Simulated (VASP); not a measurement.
## free-standing triangular Ru monolayer, spacing 3.288 A: a series over U

Aim: follow the moments and the gap of free-standing triangular Ru monolayer, spacing 3.288 A as U grows.

Method: r2SCAN, spin-polarised from a ferromagnetic start; plane waves and PAW (Ru), in the first sound run; inputs show where later runs differ, in VASP 6.6.1.

## (1) Starting point

The cell holds 2 atoms: 2 Ru. Its edges and angles: a = 6.576 Å, b = 3.288 Å, c = 14.000 Å, α = 90.0°, β = 90.0°, γ = 120.0°. It derives from Ru (free-standing triangular Ru monolayer, spacing 3.288 A), repeated 2×1×1. model lattice. Vacuum lies along c.

As a file:

```xyz
2
Lattice="6.5760 0.0000 0.0000 -1.6440 2.8475 0.0000 0.0000 0.0000 14.0000" Properties=species:S:1:pos:R:3
Ru    0.0000    0.0000    7.0000
Ru    3.2880    0.0000    7.0000
```

## (2) Series over U, start order fm, U 0

U penalises partly filled orbitals; repeating the run over U shows how far moments and gap depend on it.

INCAR

```
SYSTEM = Ru
PREC = Normal
ENCUT = 350
EDIFF = 1E-06
NELM = 150
ISMEAR = 0
SIGMA = 0.1
LREAL = .FALSE.
ALGO = Normal
METAGGA = R2SCAN
LASPH = .TRUE.
NBANDS = 17
ISPIN = 2
MAGMOM = 1 1
LMAXMIX = 4
LORBIT = 11
LWAVE = .FALSE.
LCHARG = .FALSE.
KPAR = 2
AMIX = 0.2
BMIX = 1E-04
AMIX_MAG = 0.8
BMIX_MAG = 1E-04
NEDOS = 1200
```

POSCAR

```
Ru
1.0
    6.5760000000      0.0000000000      0.0000000000
   -1.6440000000      2.8474920000      0.0000000000
    0.0000000000      0.0000000000     14.0000000000
Ru
2
Direct
    0.0000000000      0.0000000000      0.5000000000
    0.5000000000      0.0000000000      0.5000000000
```

KPOINTS

```
Automatic mesh
0
Gamma
8 8 1
0 0 0
```

The projector-augmented-wave data sets are Ru (PBE family, release 64).

On the command line:

```console
$ mpirun -np 2 vasp_std
```

The program printed:

```text
[banner, memory and clock lines left out]
running    2 mpi-ranks, on    1 nodes
 distrk:  each k-point on    1 cores,    2 groups
 distr:  one band on    1 cores,    1 groups

 POSCAR found type information on POSCAR Ru
 POSCAR found :  1 types and       2 ions
|                                                                             |
|               ----> ADVICE to this user running VASP <----                  |
|                                                                             |
|     You enforced a specific xc type in the INCAR file but a different       |
|     [... a line on the potential file left out ...]
|     I HOPE YOU KNOW WHAT YOU ARE DOING!                                     |
|                                                                             |

 LDA part: xc-table for (None), standard interpolation
 POSCAR, INCAR and KPOINTS ok, starting setup
 FFT: planning ... GRIDC
 FFT: planning ... GRID_SOFT
 FFT: planning ... GRID
 WAVECAR not read
 entering main loop
       N       E                     dE             d eps       ncg     rms          rms(c)
DAV:   1     0.212702900044E+02    0.21270E+02   -0.38579E+03  1700   0.482E+02
DAV:   2    -0.419099250013E+02   -0.63180E+02   -0.54695E+02  2437   0.101E+02
DAV:   3    -0.458535336500E+02   -0.39436E+01   -0.36268E+01  1879   0.266E+01
DAV:   4    -0.459004558476E+02   -0.46922E-01   -0.46690E-01  2053   0.328E+00
DAV:   5    -0.459013966682E+02   -0.94082E-03   -0.94076E-03  2094   0.483E-01    0.808E+00
DAV:   6    -0.417491853207E+02    0.41522E+01   -0.63481E+00  1711   0.152E+01    0.712E+00
DAV:   7    -0.421037053006E+02   -0.35452E+00   -0.20395E-01  1733   0.256E+00    0.451E+00
DAV:   8    -0.424624535312E+02   -0.35875E+00   -0.61545E-01  1744   0.372E+00    0.216E+00
DAV:   9    -0.424855415826E+02   -0.23088E-01   -0.43903E-02  1724   0.125E+00    0.177E+00
DAV:  10    -0.424639447764E+02    0.21597E-01   -0.37719E-02  1734   0.109E+00    0.171E+00
DAV:  11    -0.425100102747E+02   -0.46065E-01   -0.85004E-02  1747   0.157E+00    0.729E-01
DAV:  12    -0.425104380387E+02   -0.42776E-03   -0.49902E-03  1746   0.367E-01    0.455E-01
DAV:  13    -0.425138533417E+02   -0.34153E-02   -0.23905E-03  1716   0.236E-01    0.174E-01
DAV:  14    -0.425152611919E+02   -0.14079E-02   -0.18327E-03  1714   0.306E-01    0.462E-02
DAV:  15    -0.425154254113E+02   -0.16422E-03   -0.17382E-04  1741   0.107E-01    0.257E-02
DAV:  16    -0.425152937580E+02    0.13165E-03   -0.40725E-05  1712   0.494E-02    0.268E-02
DAV:  17    -0.425153102637E+02   -0.16506E-04   -0.60279E-05  1708   0.498E-02    0.982E-03
DAV:  18    -0.425153388700E+02   -0.28606E-04   -0.10595E-05  1707   0.276E-02    0.822E-03
DAV:  19    -0.425153457855E+02   -0.69154E-05   -0.50055E-06  1708   0.201E-02    0.853E-03
DAV:  20    -0.425153633148E+02   -0.17529E-04   -0.73726E-06  1710   0.177E-02    0.730E-03
DAV:  21    -0.425153825334E+02   -0.19219E-04   -0.58286E-05  1708   0.349E-02    0.524E-03
DAV:  22    -0.425154054686E+02   -0.22935E-04   -0.78921E-05  1710   0.355E-02    0.570E-03
DAV:  23    -0.425153959926E+02    0.94760E-05   -0.51871E-06  1708   0.197E-02    0.638E-03
DAV:  24    -0.425154000665E+02   -0.40739E-05   -0.79521E-05  1706   0.417E-02    0.764E-03
DAV:  25    -0.425153896735E+02    0.10393E-04   -0.62790E-05  1706   0.314E-02    0.701E-03
DAV:  26    -0.425154007770E+02   -0.11104E-04   -0.25298E-05  1705   0.270E-02    0.621E-03
DAV:  27    -0.425153973960E+02    0.33810E-05   -0.11763E-05  1706   0.205E-02    0.581E-03
DAV:  28    -0.425154055673E+02   -0.81713E-05   -0.33409E-06  1663   0.144E-02    0.540E-03
DAV:  29    -0.425153923193E+02    0.13248E-04   -0.75919E-06  1648   0.153E-02    0.569E-03
DAV:  30    -0.425153858534E+02    0.64660E-05   -0.11699E-05  1504   0.140E-02    0.588E-03
[...]
DAV:  42    -0.425153309965E+02    0.29440E-05   -0.97179E-07  1504   0.935E-03    0.507E-03
DAV:  43    -0.425153094842E+02    0.21512E-04   -0.17494E-06  1600   0.135E-02    0.484E-03
DAV:  44    -0.425152919008E+02    0.17583E-04   -0.22809E-06  1664   0.152E-02    0.499E-03
DAV:  45    -0.425152941675E+02   -0.22667E-05   -0.24688E-06  1688   0.160E-02    0.489E-03
DAV:  46    -0.425153027851E+02   -0.86176E-05   -0.58180E-06  1704   0.164E-02    0.448E-03
DAV:  47    -0.425153069508E+02   -0.41656E-05   -0.43517E-06  1646   0.136E-02    0.453E-03
DAV:  48    -0.425153001881E+02    0.67626E-05   -0.14022E-06  1600   0.129E-02    0.489E-03
DAV:  49    -0.425153062454E+02   -0.60572E-05   -0.66646E-07  1444   0.810E-03    0.494E-03
DAV:  50    -0.425152887219E+02    0.17523E-04   -0.79704E-07  1478   0.939E-03    0.491E-03
DAV:  51    -0.425153232171E+02   -0.34495E-04   -0.35522E-06  1700   0.166E-02    0.500E-03
DAV:  52    -0.425153160143E+02    0.72028E-05   -0.30582E-06  1636   0.147E-02    0.497E-03
DAV:  53    -0.425153159871E+02    0.27216E-07   -0.32625E-06  1556   0.123E-02
   1 F= -.42515316E+02 E0= -.42506700E+02  d E =-.172313E-01  mag=     5.9303
```

Elapsed: 2.5 min, on 2 MPI ranks of Intel Xeon 6975P-C (Granite Rapids), shared host; peak memory 0.52 GiB; 4.8 min of CPU time.

Lines that name or quote the potential files are left out of all logs, and their timing lines are given in words.

OUTCAR, selected parts (step 2):

```text
ion  position               nearest neighbor table
   1  0.000  0.000  0.500-   2 3.29   2 3.29   2 3.29   2 3.29
   2  0.500  0.000  0.500-   1 3.29   1 3.29   1 3.29   1 3.29

  LATTYP: Found a simple orthorhombic cell.
 ALAT       =     3.2880004091
 B/A-ratio  =     1.7320506639
 C/A-ratio  =     4.2579070128

 Subroutine GETGRP returns: Found  8 space group operations
 (whereof  8 operations were pure point group operations)

The static configuration has the point symmetry D_2h.

 Found     25 irreducible k-points:

   k-points           NKPTS =     25   k-points in BZ     NKDIM =     25   number of bands    NBANDS=     17

   dimension x,y,z NGX =    30 NGY =   16 NGZ =   64
   dimension x,y,z NGXF=    60 NGYF=   32 NGZF=  128

   ENCUT  =  350.0 eV  25.72 Ry    5.07 a.u.  10.03  5.02 21.36*2*pi/ulx,y,z

   NELECT =      16.0000    total number of electrons

 k-points in reciprocal lattice and weights: Automatic mesh
   0.00000000  0.00000000  0.00000000       0.016
   0.12500000  0.00000000  0.00000000       0.031
   0.25000000  0.00000000  0.00000000       0.031
   0.37500000  0.00000000  0.00000000       0.031
   0.50000000  0.00000000  0.00000000       0.016
   0.00000000  0.12500000  0.00000000       0.062
   0.12500000  0.12500000  0.00000000       0.062
   0.25000000  0.12500000  0.00000000       0.062
   0.37500000  0.12500000  0.00000000       0.031
[...]
0.37500000  0.50000000  0.00000000       0.031
   0.50000000  0.50000000  0.00000000       0.016

 average (electrostatic) potential at core
       1 -75.0004       2 -75.0004

 E-fermi :  -2.5361

 spin component 1
 k-point     1 :       0.0000    0.0000    0.0000
  band No.  band energies     occupation
    ...
      7      -4.8181      1.00000
      8      -4.6490      1.00000
      9      -4.4376      1.00000
     10      -4.4166      1.00000
     11      -3.3983      1.00000
     12      -1.2842      0.00000
     13      -0.4927      0.00000
     14       1.0887      0.00000
     15       1.6544      0.00000
     16       2.8586      0.00000
    ...

 k-point     2 :       0.1250    0.0000    0.0000
  band No.  band energies     occupation
    ...
      7      -4.7720      1.00000
      8      -4.6404      1.00000
      9      -4.5084      1.00000
     10      -4.4258      1.00000
     11      -3.4625      1.00000
     12      -1.3066      0.00000
     13      -1.1585      0.00000
     14       1.7249      0.00000
     15       2.0474      0.00000
     16       2.6798      0.00000
    ...

 k-point     3 :       0.2500    0.0000    0.0000
  band No.  band energies     occupation
    ...
      7      -4.6893      1.00000
      8      -4.6377      1.00000
      9      -4.6157      1.00000
     10      -4.4515      1.00000
     11      -3.6397      1.00000
     12      -2.4523      0.11793
     13      -0.8106      0.00000
     14       1.8914      0.00000
     15       1.9367      0.00000
     16       3.1756      0.00000
    ...

 k-point     4 :       0.3750    0.0000    0.0000
  band No.  band energies     occupation
    ...
      8      -4.5786      1.00000
      9      -4.4897      1.00000
     10      -4.4286      1.00000
     11      -3.8908      1.00000
     12      -3.4632      1.00000
     13      -0.2951      0.00000
     14       1.0848      0.00000
     15       2.2903      0.00000
     16       3.4235      0.00000
     17       3.5654      0.00000

 k-point     5 :       0.5000    0.0000    0.0000
  band No.  band energies     occupation
    ...
      8      -4.5344      1.00000
      9      -4.2556      1.00000
     10      -4.2556      1.00000
     11      -4.1683      1.00000
     12      -4.1683      1.00000
     13       0.3458      0.00000
     14       0.3458      0.00000
     15       2.7863      0.00000
     16       2.7863      0.00000
     17       4.0991      0.00000

 k-point     6 :       0.0000    0.1250    0.0000
  band No.  band energies     occupation
    ...
      7      -4.7603      1.00000
      8      -4.6752      1.00000
      9      -4.6398      1.00000
     10      -4.4668      1.00000
     11      -3.8523      1.00000
     12      -0.8096      0.00000
     13      -0.7840      0.00000
     14       1.9367      0.00000
     15       2.2221      0.00000
     16       2.9484      0.00000
    ...

  Total      -10.4818943    -10.4146894     -0.0326640     -0.0582041      0.0000000      0.0000000
  in kB      -64.0616329    -63.6509005     -0.1996310     -0.3557230      0.0000000      0.0000000
  external PRESSURE =     -42.6373881 kB  Pullay stress =       0.0000000 kB

  energy-cutoff  :      350.00
  volume of cell :      262.15
      direct lattice vectors                 reciprocal lattice vectors
     6.576000000  0.000000000  0.000000000     0.152068127  0.087796559  0.000000000
    -1.644000000  2.847492000  0.000000000     0.000000000  0.351186237  0.000000000
     0.000000000  0.000000000 14.000000000     0.000000000  0.000000000  0.071428571

 POSITION                                       TOTAL-FORCE (eV/Angst)
 -----------------------------------------------------------------------------------
      0.00000      0.00000      7.00000        -0.000000      0.000000      0.000000
      3.28800      0.00000      7.00000         0.000000      0.000000      0.000000
 -----------------------------------------------------------------------------------
    total drift:                               -0.000000     -0.000000      0.000000

  FREE ENERGIE OF THE ION-ELECTRON SYSTEM (eV)
  ---------------------------------------------------
  free  energy   TOTEN  =       -42.5153159871 eV

  energy  without entropy=      -42.4980846584  energy(sigma->0) =      -42.50670032

 total charge
# of ion       s       p       d       tot
------------------------------------------
    1        0.405   0.152   6.141   6.698
    2        0.405   0.152   6.141   6.698
--------------------------------------------------
tot          0.810   0.304  12.282  13.395

 magnetization (x)
# of ion       s       p       d       tot
------------------------------------------
    1        0.061  -0.010   2.831   2.882
    2        0.061  -0.010   2.831   2.882
--------------------------------------------------
tot          0.122  -0.020   5.663   5.765

[... 6 further parts left out ...]
```

SCAN-type functionals tend to overstate the moments of itinerant magnets. The PAW data sets were made with PBE, which is usual practice but a small mismatch for other functionals.

This step gave:

```yaml
electronic_cycles: 53
electrons: 16
free_energy_toten: -42.52 eV
energy_at_zero_smearing: -42.51 eV
fermi_energy: -2.536 eV
moment_of_the_cell_from_the_last_line_of_the_log: 5.930 μB
labelled_metallic_from_the_levels_on_this_mesh: yes
```

Spin moment in the PAW sphere by atom:

```
atom  spin moment in the PAW sphere (μB)
 Ru1                                2.88
 Ru2                                2.88
```

Energy at zero smearing: -42.50670 eV.

## (3) Series over U, start order AFM, U 0

This step: r2SCAN, spin-polarised from an antiferromagnetic start; plane waves and PAW (Ru) (VASP 6.6.1).

Changes to INCAR since step 2:

```diff
@@ -13,3 +13,3 @@
 ISPIN = 2
-MAGMOM = 1 1
+MAGMOM = 1 -1
 LMAXMIX = 4
```

POSCAR is that of step 2.

KPOINTS is that of step 2.

On the command line:

```console
$ mpirun -np 2 vasp_std
```

The program printed:

```text
[banner, memory and clock lines left out]
running    2 mpi-ranks, on    1 nodes
 distrk:  each k-point on    1 cores,    2 groups
 distr:  one band on    1 cores,    1 groups

 POSCAR found type information on POSCAR Ru
 POSCAR found :  1 types and       2 ions
 [... a notice as in an earlier step ...]

 LDA part: xc-table for (None), standard interpolation
 POSCAR, INCAR and KPOINTS ok, starting setup
 FFT: planning ... GRIDC
 FFT: planning ... GRID_SOFT
 FFT: planning ... GRID
 WAVECAR not read
 entering main loop
       N       E                     dE             d eps       ncg     rms          rms(c)
DAV:   1     0.212817704181E+02    0.21282E+02   -0.37615E+03  1700   0.481E+02
DAV:   2    -0.419657065388E+02   -0.63247E+02   -0.54548E+02  2453   0.101E+02
DAV:   3    -0.458034357475E+02   -0.38377E+01   -0.34813E+01  1875   0.267E+01
DAV:   4    -0.458511136975E+02   -0.47678E-01   -0.47174E-01  2047   0.327E+00
DAV:   5    -0.458520952113E+02   -0.98151E-03   -0.98131E-03  2088   0.493E-01    0.785E+00
DAV:   6    -0.413919230800E+02    0.44602E+01   -0.60427E+00  1724   0.162E+01    0.619E+00
DAV:   7    -0.417987904312E+02   -0.40687E+00   -0.27214E-01  1726   0.342E+00    0.418E+00
DAV:   8    -0.421306713586E+02   -0.33188E+00   -0.71426E-01  1741   0.519E+00    0.212E+00
DAV:   9    -0.421808837833E+02   -0.50212E-01   -0.10363E-01  1755   0.188E+00    0.180E+00
DAV:  10    -0.422491905380E+02   -0.68307E-01   -0.16019E-01  1766   0.128E+00    0.146E+00
DAV:  11    -0.422839379084E+02   -0.34747E-01   -0.25358E-02  1779   0.777E-01    0.111E+00
DAV:  12    -0.423070773127E+02   -0.23139E-01   -0.28838E-02  1749   0.108E+00    0.435E-01
DAV:  13    -0.423102919502E+02   -0.32146E-02   -0.72967E-03  1738   0.532E-01    0.166E-01
DAV:  14    -0.423116046356E+02   -0.13127E-02   -0.21370E-03  1709   0.294E-01    0.891E-02
DAV:  15    -0.423118947270E+02   -0.29009E-03   -0.29744E-04  1718   0.106E-01    0.660E-02
DAV:  16    -0.423118383582E+02    0.56369E-04   -0.68701E-05  1705   0.636E-02    0.568E-02
DAV:  17    -0.423118987893E+02   -0.60431E-04   -0.18798E-04  1703   0.941E-02    0.433E-02
DAV:  18    -0.423119701526E+02   -0.71363E-04   -0.12555E-04  1722   0.836E-02    0.246E-02
DAV:  19    -0.423120715920E+02   -0.10144E-03   -0.59904E-05  1700   0.715E-02    0.105E-02
DAV:  20    -0.423122261219E+02   -0.15453E-03   -0.57457E-05  1702   0.700E-02    0.719E-03
DAV:  21    -0.423121862072E+02    0.39915E-04   -0.75582E-06  1707   0.280E-02    0.364E-03
DAV:  22    -0.423122043231E+02   -0.18116E-04   -0.45595E-06  1720   0.216E-02    0.279E-03
DAV:  23    -0.423122035037E+02    0.81948E-06   -0.59223E-06  1700   0.255E-02
   1 F= -.42312204E+02 E0= -.42301199E+02  d E =-.220081E-01  mag=     0.0000
```

The job ended after 66 s (2 MPI ranks; peak memory 0.5 GiB).

Parts of OUTCAR (step 3):

```text
The static configuration has the point symmetry D_2h.

 Found     25 irreducible k-points:

   NELECT =      16.0000    total number of electrons

 E-fermi :  -2.5550

 spin component 1
 k-point     1 :       0.0000    0.0000    0.0000
  band No.  band energies     occupation
    ...
      3      -5.5028      1.00000
      4      -4.9160      1.00000
      5      -4.3602      1.00000
      6      -4.0186      1.00000
      7      -3.3949      1.00000
      8      -2.3192      0.00043
      9      -2.0128      0.00000
     10      -1.6309      0.00000
     11      -1.4334      0.00000
     12      -1.0593      0.00000
    ...

 k-point     2 :       0.1250    0.0000    0.0000
  band No.  band energies     occupation
    ...
      3      -5.4992      1.00000
      4      -4.9095      1.00000
      5      -4.3377      1.00000
      6      -4.0174      1.00000
      7      -3.4264      1.00000
      8      -2.3211      0.00047
      9      -2.0717      0.00000
     10      -1.7811      0.00000
     11      -1.4799      0.00000
     12      -1.0916      0.00000
    ...

 k-point     3 :       0.2500    0.0000    0.0000
  band No.  band energies     occupation
    ...
      3      -5.3907      1.00000
      4      -4.8922      1.00000
      5      -4.2807      1.00000
      6      -4.0145      1.00000
      7      -3.5325      1.00000
      8      -2.4685      0.11068
      9      -2.3255      0.00059
     10      -1.9940      0.00000
     11      -1.7216      0.00000
     12      -1.5937      0.00000
    ...

 k-point     4 :       0.3750    0.0000    0.0000
  band No.  band energies     occupation
    ...
      4      -4.8622      1.00000
      5      -4.2193      1.00000
      6      -4.0115      1.00000
      7      -3.8430      1.00000
      8      -3.0822      1.00000
      9      -2.3299      0.00073
     10      -2.1396      0.00000
     11      -1.8612      0.00000
     12      -1.7103      0.00000
     13       0.1619      0.00000
    ...

  Total       -8.9870246     -9.7520959     -0.0383446      0.6625685      0.0000000      0.0000000
  in kB      -54.9255179    -59.6013632     -0.2343483      4.0493844      0.0000000      0.0000000
  external PRESSURE =     -38.2537432 kB  Pullay stress =       0.0000000 kB

 POSITION                                       TOTAL-FORCE (eV/Angst)
 -----------------------------------------------------------------------------------
      0.00000      0.00000      7.00000         0.000000      0.000000      0.000000
      3.28800      0.00000      7.00000        -0.000000      0.000000      0.000000
 -----------------------------------------------------------------------------------
    total drift:                               -0.000000     -0.000000     -0.000000

  FREE ENERGIE OF THE ION-ELECTRON SYSTEM (eV)
  ---------------------------------------------------
  free  energy   TOTEN  =       -42.3122035037 eV

  energy  without entropy=      -42.2901953807  energy(sigma->0) =      -42.30119944

 total charge
# of ion       s       p       d       tot
------------------------------------------
    1        0.417   0.155   6.150   6.722
    2        0.417   0.155   6.150   6.722
--------------------------------------------------
tot          0.834   0.311  12.299  13.444

 magnetization (x)
# of ion       s       p       d       tot
------------------------------------------
    1        0.105   0.026   2.597   2.728
    2       -0.105  -0.026  -2.597  -2.728
--------------------------------------------------
tot          0.000  -0.000  -0.000  -0.000

[... 8 parts as in an earlier step ...]

[... 4 further parts left out ...]
```

This step gave:

- electronic cycles: 23
- free energy (TOTEN): -42.31 eV
- energy at zero smearing: -42.30 eV
- Fermi energy: -2.555 eV

Spin moment in the PAW sphere by atom:

```
atom  spin moment in the PAW sphere (μB)
 Ru1                                2.73
 Ru2                               -2.73
```

Energy at zero smearing: -42.30120 eV.

(Part 1 of 4 ends here.)

[Lines on the potential files, build, host, timing and source positions are cut from VASP's logs without a mark.]

[Logs are printed without paths, hosts, clocks, repeated set-up lines and the standing remarks that a program may print on its own settings, such as how far it seeks lower states.]

[Hosts, paths, dates, database ids (printed as entryN), source tags and the programs' standing remarks are cut or masked in the printed files.]

[In band tables of VASP the shares of atoms and orbitals are scaled to a sum of 1 inside the atoms' spheres.]

[Runs that stopped without an error message from VASP are left out.]
